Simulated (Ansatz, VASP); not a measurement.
## Two plane-wave programs on Pd

```
Pd
1.0
     0.00000    1.89628    2.04215
     1.89628    0.00000    2.04215
     1.89628    1.89628    0.00000
Pd
1
Direct
  0.00000 0.00000 0.00000
```

Change from the starting cell: strain -0.025 along x and y, +0.050 along z, atoms carried along.

Alike in both runs: task single point; functional PBEsol; k mesh 20 × 20 × 20; occupations gaussian, width 0.15 eV; no spin polarisation.

```csv
,VASP,Ansatz
version,VASP 6.6.1,Ansatz 0.2.0
potentials or method,"VASP PAW PBE potentials, release 64 (Pd)","scalar-relativistic, plane waves, PAW"
plane-wave cutoff (eV),520,420
valence electrons in the cell,10,18
```

```tsv
	VASP	Ansatz	Ansatz less VASP
gap on the k mesh at the Fermi level (eV)	none	none	-
pressure (GPa)	-1.6	-1.3	+0.31
largest component of the traceless stress (GPa)	3.66	3.71	+0.053
```

A gap of «none» marks a metal or a gap that the smearing closes. With one functional, cell and mesh, what is left measures potentials, basis and numerics. The two sets of potentials don't hold the same shells in valence.

Caveats: the PAW data sets were made with another functional, which shifts forces and pressure a little (VASP).
